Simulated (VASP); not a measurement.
# Cu3Au (Pm-3m) in VASP: notebook

One crystal, Cu3Au, is run at these levels: PBEsol; tasks: relaxation of cell and atoms.

All numbers are computed with VASP 6.6.1; they aren't measurements. Logs are shortened: lines on timing, memory, paths and dates and some standing lists are left out, and cuts for length are marked.

## 1. The structure

The structure is cubic, space group Pm-3m (No. 221). The conventional cell has a = 3.740 Å, b = 3.740 Å, c = 3.740 Å, α = 90.00°, β = 90.00°, γ = 90.00°. Around Cu (site symmetry 4/mmm) lie 8 Cu at 2.64 Å and 4 Au at 2.64 Å. Au (site symmetry m-3m) has 12 Cu at 2.64 Å as nearest neighbours.

## 2. Relaxation of cell and atoms, PBEsol

INCAR

```
PREC = Accurate
ENCUT = 600
EDIFF = 1E-6
ISMEAR = 1
SIGMA = 0.1
LREAL = False
LASPH = True
NELM = 80
ALGO = Normal
ISIF = 3
LWAVE = False
LCHARG = False
GGA = PS
IBRION = 2
NSW = 90
EDIFFG = -0.01
```

KPOINTS

```
Automatic mesh
0
Gamma
  10 10 10
```

POSCAR

```
Cu3Au
1.0
    3.7400000000      0.0000000000      0.0000000000
    0.0000000000      3.7400000000      0.0000000000
    0.0000000000      0.0000000000      3.7400000000
Cu Au
3 1
Direct
    0.0000000000      0.5000000000      0.5000000000
    0.5000000000      0.0000000000      0.5000000000
    0.5000000000      0.5000000000      0.0000000000
    0.0000000000      0.0000000000      0.0000000000
```

Potentials or basis: VASP PAW PBE potentials, release 64 (Cu, Au).

Run with:

```console
cat potpaw_PBE.64/Cu/POTCAR potpaw_PBE.64/Au/POTCAR > POTCAR
mpirun -np 1 vasp_std > vasp.out
```

OUTCAR:

```text
PREC = Accurate
   ENCUT = 600
   EDIFF = 1E-6
   ISMEAR = 1
   LREAL = False
   LASPH = True
   NELM = 80
   ISIF = 3
   GGA = PS
   IBRION = 2
   NSW = 90
   EDIFFG = -0.01

 ion  position               nearest neighbor table
   1  0.000  0.500  0.500-   2 2.64   3 2.64   4 2.64   3 2.64   4 2.64   2 2.64   4 2.64   4 2.64
                             2 2.64   3 2.64   3 2.64   2 2.64
   2  0.500  0.000  0.500-   1 2.64   3 2.64   4 2.64   3 2.64   4 2.64   1 2.64   3 2.64   3 2.64
                             1 2.64   4 2.64   4 2.64   1 2.64
   3  0.500  0.500  0.000-   1 2.64   2 2.64   4 2.64   1 2.64   2 2.64   2 2.64   4 2.64   2 2.64
                             1 2.64   4 2.64   1 2.64   4 2.64
   4  0.000  0.000  0.000-   1 2.64   2 2.64   3 2.64   1 2.64   2 2.64   1 2.64   3 2.64   1 2.64
                             2 2.64   3 2.64   2 2.64   3 2.64

  LATTYP: Found a simple cubic cell.
 ALAT       =     3.7400000000

  Lattice vectors:

 A1 = (   3.7400000000,   0.0000000000,   0.0000000000)
 A2 = (   0.0000000000,   3.7400000000,   0.0000000000)
 A3 = (   0.0000000000,   0.0000000000,   3.7400000000)

Analysis of symmetry for initial positions (statically):
=====================================================================
 Subroutine PRICEL returns:
 Original cell was already a primitive cell.

 Routine SETGRP: Setting up the symmetry group for a
 simple cubic supercell.

 Subroutine GETGRP returns: Found 48 space group operations
 (whereof 48 operations were pure point group operations)
 out of a pool of 48 trial point group operations.

The static configuration has the point symmetry O_h .

Analysis of symmetry for dynamics (positions and initial velocities):
=====================================================================
 Subroutine PRICEL returns:
 Original cell was already a primitive cell.

 Routine SETGRP: Setting up the symmetry group for a
 simple cubic supercell.

 Subroutine GETGRP returns: Found 48 space group operations
 (whereof 48 operations were pure point group operations)
 out of a pool of 48 trial point group operations.

The dynamic configuration has the point symmetry O_h .

 Subroutine INISYM returns: Found 48 space group operations
 (whereof 48 operations are pure point group operations),
 and found     1 'primitive' translations

----------------------------------------------------------------------------------------

                                     Primitive cell

  volume of cell :      52.3136

  direct lattice vectors                    reciprocal lattice vectors
     3.740000000  0.000000000  0.000000000     0.267379679  0.000000000  0.000000000
     0.000000000  3.740000000  0.000000000     0.000000000  0.267379679  0.000000000
     0.000000000  0.000000000  3.740000000     0.000000000  0.000000000  0.267379679

  length of vectors
     3.740000000  3.740000000  3.740000000     0.267379679  0.267379679  0.267379679

  position of ions in fractional coordinates (direct lattice)
     0.000000000  0.500000000  0.500000000
     0.500000000  0.000000000  0.500000000
     0.500000000  0.500000000  0.000000000
     0.000000000  0.000000000  0.000000000

  ion indices of the primitive-cell ions
   primitive index   ion index
                 1           1
                 2           2
                 3           3
                 4           4

----------------------------------------------------------------------------------------

 KPOINTS: Automatic mesh

Automatic generation of k-mesh.
 Grid dimensions read from file:
 generate k-points for:   10   10   10

 Generating k-lattice:

  Cartesian coordinates                     Fractional coordinates (reciprocal lattice)
     0.026737968  0.000000000  0.000000000     0.100000000  0.000000000  0.000000000
     0.000000000  0.026737968  0.000000000     0.000000000  0.100000000  0.000000000
     0.000000000  0.000000000  0.026737968     0.000000000  0.000000000  0.100000000

  Length of vectors
     0.026737968  0.026737968  0.026737968

  Shift w.r.t. Gamma in fractional coordinates (k-lattice)
     0.000000000  0.000000000  0.000000000

 Subroutine IBZKPT returns following result:
 ===========================================

 Found     56 irreducible k-points:

 Following reciprocal coordinates:
            Coordinates               Weight
  0.000000  0.000000  0.000000      1.000000
  0.100000  0.000000  0.000000      6.000000
  0.200000  0.000000  0.000000      6.000000
  0.300000  0.000000  0.000000      6.000000
  0.400000  0.000000  0.000000      6.000000
  0.500000  0.000000  0.000000      3.000000
[... 16 lines left out ...]
  0.200000  0.100000  0.100000     24.000000
  0.300000  0.100000  0.100000     24.000000
 [... further k-points ...]
   k-points           NKPTS =     56   k-points in BZ     NKDIM =     56   number of bands    NBANDS=     26
   number of dos      NEDOS =    301   number of ions     NIONS =      4
   total plane-waves  NPLWV =  27000
   dimension x,y,z NGX =    30 NGY =   30 NGZ =   30
   dimension x,y,z NGXF=    60 NGYF=   60 NGZF=   60
   ions per type =               3   1
   NGX,Y,Z   is equivalent  to a cutoff of  13.34, 13.34, 13.34 a.u.
   NGXF,Y,Z  is equivalent  to a cutoff of  26.67, 26.67, 26.67 a.u.
 SYSTEM =  unknown system
   PREC   = accura    normal or accurate (medium, high low for compatibility)
   ISTART =      0    job   : 0-new  1-cont  2-samecut
   ICHARG =      2    charge: 1-file 2-atom 10-const
   ISPIN  =      1    spin polarized calculation?
   LNONCOLLINEAR =      F non collinear calculations
   LSORBIT =      F    spin-orbit coupling
   LASPH  =      T    aspherical Exc in radial PAW
   ENCUT  =  600.0 eV  44.10 Ry    6.64 a.u.   7.47  7.47  7.47*2*pi/ulx,y,z
   NELM   =     80;   NELMIN=  2; NELMDL= -5     # of ELM steps
   EDIFF  = 0.1E-05   stopping-criterion for ELM
   LREAL  =      F    real-space projection
   EDIFFG = -.1E-01   stopping-criterion for IOM
   NSW    =     90    number of steps for IOM
   IBRION =      2    ionic relax: 0-MD 1-quasi-New 2-CG
   NFREE  =      1    steps in history (QN), initial steepest desc. (CG)
   ISIF   =      3    stress and relaxation
   ISYM   =      2    0-nonsym 1-usesym 2-fastsym
   POTIM  = 0.5000    time-step for ionic-motion
   TEBEG  =    0.0;   TEEND  =   0.0 temperature during run
   PSTRESS=    0.0 pullay stress
   NELECT =      44.0000    total number of electrons
   NUPDOWN=      -1.0000    fix difference up-down
   EMIN   =  10.00;   EMAX   =-10.00  energy-range for DOS
   EFERMI =   0.00;   METHOD = LEGACY
   ISMEAR =     1;   SIGMA  =   0.10  broadening in eV -4-tet -1-fermi 0-gaus
   EFERMI_NEDOS =   21; number of points for ismear=-14 and -15
   IALGO  =     38    algorithm
   IMIX   =      4    mixing-type and parameters
     AMIX     =   0.40;   BMIX     =  1.00
     AMIX_MAG =   1.60;   BMIX_MAG =  1.00
  volume/ion in A,a.u.               =      13.08        88.26
  Fermi-wavevector in a.u.,A,eV,Ry     =   1.545328  2.920247 32.491255  2.388040
  Thomas-Fermi vector in A             =   2.650723
   LORBIT       =      0    0 simple, 1 ext, 2 COOP (PROOUT), +10 PAW based schemes
   GGA     = PS    functional components
   LHFCALC =     F    Hartree Fock is set to
   AEXX    =    0.0000 exact exchange contribution
   IVDW    =     0    specifies the selected vdW correction
   LEPSILON=     F    determine dielectric tensor
   LRPA    =     F    only Hartree local field effects (RPA)
 conjugate gradient relaxation of ions
 non-spin polarized calculation
 Methfessel and Paxton  Order N= 1 SIGMA  =   0.10
  energy-cutoff  :      600.00
  volume of cell :       52.31
 maximum number of plane-waves:      1771
 NGX is ok and might be reduce to    30
   NGX = 15   NGY = 15   NGZ = 15

--------------------------------------- Ionic step        1  -------------------------------------------

 number of electron      44.0000069 magnetization

 Free energy of the ion-electron system (eV)
  ---------------------------------------------------
  ext. energy  EPLUGINS =         0.00000000
  ---------------------------------------------------
  free energy    TOTEN  =       -17.03246454 eV

  energy without entropy =      -17.02917309  energy(sigma->0) =      -17.03136739

------------------------ aborting loop because EDIFF is reached ----------------------------------------

  FORCE on cell =-STRESS in cart. coord.  units (eV):
  Direction    XX          YY          ZZ          XY          YZ          ZX
  --------------------------------------------------------------------------------------
  -------------------------------------------------------------------------------------
  Total       -1.0330795     -1.0330795     -1.0330795      0.0000000      0.0000000      0.0000000
  in kB      -31.6394922    -31.6394922    -31.6394922      0.0000000      0.0000000      0.0000000
  external PRESSURE =     -31.6394922 kB  Pullay stress =       0.0000000 kB

 VOLUME and BASIS-vectors are now :
 -----------------------------------------------------------------------------
  energy-cutoff  :      600.00
  volume of cell :       52.31
      direct lattice vectors                 reciprocal lattice vectors
     3.740000000  0.000000000  0.000000000     0.267379679  0.000000000  0.000000000
     0.000000000  3.740000000  0.000000000     0.000000000  0.267379679  0.000000000
     0.000000000  0.000000000  3.740000000     0.000000000  0.000000000  0.267379679
[... 39 lines left out ...]
 POSITION                                       TOTAL-FORCE (eV/Angst)
 -----------------------------------------------------------------------------------
      0.00000      1.84670      1.84670         0.000000      0.000000      0.000000
      1.84670      0.00000      1.84670        -0.000000      0.000000      0.000000
      1.84670      1.84670      0.00000        -0.000000     -0.000000      0.000000
      0.00000      0.00000      0.00000        -0.000000     -0.000000      0.000000
 -----------------------------------------------------------------------------------
    total drift:                                0.000000      0.000000     -0.000000

  FREE ENERGIE OF THE ION-ELECTRON SYSTEM (eV)
  ---------------------------------------------------
  free  energy   TOTEN  =       -17.0354869193 eV

  energy  without entropy=      -17.0331359743  energy(sigma->0) =      -17.03470327

--------------------------------------- Ionic step        3  -------------------------------------------

 number of electron      44.0000062 magnetization

 Free energy of the ion-electron system (eV)
  ---------------------------------------------------
  ext. energy  EPLUGINS =         0.00000000
  ---------------------------------------------------
  free energy    TOTEN  =       -17.04348744 eV

  energy without entropy =      -17.04069658  energy(sigma->0) =      -17.04255715

 E-fermi :   8.4221     XC(G=0): -13.0344

 val. band max:        8.4166164265   @ k =   0.3000   0.3000   0.1000
 cond. band min:       8.4255057265   @ k =   0.4000   0.4000   0.0000
 fundamental gap:      0.0088893000
 Fermi energy:         8.4220606491

 k-point     1 :       0.0000    0.0000    0.0000
  band No.  band energies     occupation
      1      -1.4621      2.00000
      2       1.8517      2.00000
      3       1.8517      2.00000
      4       2.7120      2.00000
      5       2.7120      2.00000
      6       2.7120      2.00000
[... 18 lines left out ...]
     25      14.5938      0.00000
     26      16.2091      0.00000
[... 644 lines left out ...]
      4       2.9329      2.00000
      5       2.9338      2.00000
      6       3.0612      2.00000
[... 18 lines left out ...]
     25      15.8355      0.00000
     26      15.9106      0.00000

 [... further k-points ...]

------------------------ aborting loop because EDIFF is reached ----------------------------------------

  FORCE on cell =-STRESS in cart. coord.  units (eV):
  Direction    XX          YY          ZZ          XY          YZ          ZX
  --------------------------------------------------------------------------------------
  -------------------------------------------------------------------------------------
  Total        0.0071029      0.0071029      0.0071029      0.0000000      0.0000000      0.0000000
  in kB        0.2220904      0.2220904      0.2220904      0.0000000      0.0000000      0.0000000
  external PRESSURE =       0.2220904 kB  Pullay stress =       0.0000000 kB

 VOLUME and BASIS-vectors are now :
 -----------------------------------------------------------------------------
  energy-cutoff  :      600.00
  volume of cell :       51.24
      direct lattice vectors                 reciprocal lattice vectors
     3.714255608  0.000000000  0.000000000     0.269232952 -0.000000000 -0.000000000
     0.000000000  3.714255608  0.000000000    -0.000000000  0.269232952 -0.000000000
     0.000000000  0.000000000  3.714255608    -0.000000000 -0.000000000  0.269232952

 POSITION                                       TOTAL-FORCE (eV/Angst)
 -----------------------------------------------------------------------------------
      0.00000      1.85713      1.85713         0.000000      0.000000      0.000000
      1.85713      0.00000      1.85713        -0.000000      0.000000      0.000000
      1.85713      1.85713      0.00000        -0.000000     -0.000000      0.000000
      0.00000      0.00000      0.00000        -0.000000     -0.000000      0.000000
 -----------------------------------------------------------------------------------
    total drift:                                0.000000      0.000000     -0.000000

  FREE ENERGIE OF THE ION-ELECTRON SYSTEM (eV)
  ---------------------------------------------------
  free  energy   TOTEN  =       -17.0434874382 eV

  energy  without entropy=      -17.0406965811  energy(sigma->0) =      -17.04255715

 reached required accuracy - stopping structural energy minimisation
```

Run time: 93 s. Hardware: 1 thread of Intel Xeon 6975P-C (Granite Rapids), shared host; peak memory 0.24 GiB.

Results:

```yaml
Free_energy: -17.0435 eV
Relaxed_volume: 12.81 Å³/atom
Relaxed_cell: a = 3.714 Å, b = 3.714 Å, c = 3.714 Å, α = 90.00°, β = 90.00°, γ = 90.00°
Space_group_after_relaxing_to_0.05_Å: Pm-3m (No. 221)
Energy_gained_by_relaxing: 2.8 meV/atom
Ionic_steps: 3
Pressure_after_relaxing: 0.0 GPa
Band_gap_on_the_k_mesh: none (metal or under the smearing width)
```

Step by step:
```
step  energy change (eV)  largest force (eV/Å)  pressure (GPa)  volume (Å³)
   1              0.0000                0.0000           -3.16        52.31
   2             -0.0030                0.0000            3.09        50.38
   3             -0.0110                0.0000            0.02        51.24
```

Final structure:
```xyz
4
Lattice="3.7143 0.0000 0.0000 0.0000 3.7143 0.0000 0.0000 0.0000 3.7143" Properties=species:S:1:pos:R:3 pbc="T T T"
Cu    0.0000    1.8571    1.8571
Cu    1.8571    0.0000    1.8571
Cu    1.8571    1.8571    0.0000
Au    0.0000    0.0000    0.0000
```

Levels at points of the mesh, in eV from the Fermi level:
```
           k point  band 19  band 20  band 21  band 22  band 23  band 24  band 25  band 26
(0.00, 0.00, 0.00)    -1.36    -1.36    -1.36     1.22     1.22     1.22     6.17     7.79
(0.50, 0.00, 0.00)    -1.99    -1.93    -1.52    -1.36     5.88     5.88     6.69     6.69
(0.50, 0.50, 0.00)    -2.26    -2.16    -0.49    -0.49    -0.37     0.41     8.70     9.65
(0.50, 0.50, 0.50)    -1.58    -1.58    -1.16    -1.14    -1.14    -1.14     2.59     4.32
```

Caveat: the PAW data sets were made with another functional, which shifts forces and pressure a little. The run has no spin-orbit coupling, so splittings on Au are missing.

## 3. Relaxation of cell and atoms, PBEsol

This run uses another cell than the first one, of 12.81 Å³/atom, 0.979 times its volume.

Edit INCAR of step 2 so:

```diff
@@ -2,3 +2,3 @@
 ENCUT = 600
-EDIFF = 1E-6
+EDIFF = 1E-7
 ISMEAR = 1
@@ -15,2 +15,2 @@
 NSW = 90
-EDIFFG = -0.01
+EDIFFG = -0.005
```

KPOINTS is that of step 2.

POSCAR

```
Cu3Au                                   
1.0
    3.7142556075      0.0000000000      0.0000000000
    0.0000000000      3.7142556075      0.0000000000
    0.0000000000      0.0000000000      3.7142556075
  Cu              Au            
     3     1
Direct
     0.0000000000000000    0.5000000000000000    0.5000000000000000
     0.5000000000000000    0.0000000000000000    0.5000000000000000
     0.5000000000000000    0.5000000000000000    0.0000000000000000
     0.0000000000000000    0.0000000000000000    0.0000000000000000
```

Potentials or basis: VASP PAW PBE potentials, release 64 (Cu, Au).

Run with:

```console
cat potpaw_PBE.64/Cu/POTCAR potpaw_PBE.64/Au/POTCAR > POTCAR
mpirun -np 1 vasp_std > vasp.out
```

Run time: 86 s. Hardware: 1 thread of Intel Xeon 6975P-C (Granite Rapids), shared host; peak memory 0.24 GiB.

Results (log left out):

```yaml
Free_energy: -17.0432 eV
Relaxed_volume: 12.81 Å³/atom
Relaxed_cell: a = 3.715 Å, b = 3.715 Å, c = 3.715 Å, α = 90.00°, β = 90.00°, γ = 90.00°
Space_group_after_relaxing_to_0.05_Å: Pm-3m (No. 221)
Energy_gained_by_relaxing: 0.0 meV/atom
Ionic_steps: 3
Pressure_after_relaxing: 0.0 GPa
Band_gap_on_the_k_mesh: none (metal or under the smearing width)
```

Final structure:
```
CELL_PARAMETERS angstrom
3.71464 0.00000 0.00000
0.00000 3.71464 0.00000
0.00000 0.00000 3.71464
ATOMIC_POSITIONS crystal
Cu 0.00000 0.50000 0.50000
Cu 0.50000 0.00000 0.50000
Cu 0.50000 0.50000 0.00000
Au 0.00000 0.00000 0.00000
```

Levels at points of the mesh, in eV from the Fermi level:
| k point | band 19 | band 20 | band 21 | band 22 | band 23 | band 24 | band 25 | band 26 |
| --- | --- | --- | --- | --- | --- | --- | --- | --- |
| (0.00, 0.00, 0.00) | -1.36 | -1.36 | -1.36 | 1.22 | 1.22 | 1.22 | 6.17 | 7.78 |
| (0.50, 0.00, 0.00) | -1.99 | -1.93 | -1.52 | -1.36 | 5.88 | 5.88 | 6.69 | 6.69 |
| (0.50, 0.50, 0.00) | -2.26 | -2.16 | -0.49 | -0.49 | -0.37 | 0.41 | 8.70 | 9.64 |
| (0.50, 0.50, 0.50) | -1.58 | -1.58 | -1.16 | -1.14 | -1.14 | -1.14 | 2.59 | 4.32 |

Caveat: the PAW data sets were made with another functional, which shifts forces and pressure a little. Spin-orbit coupling is left out, which matters for the levels of Au.
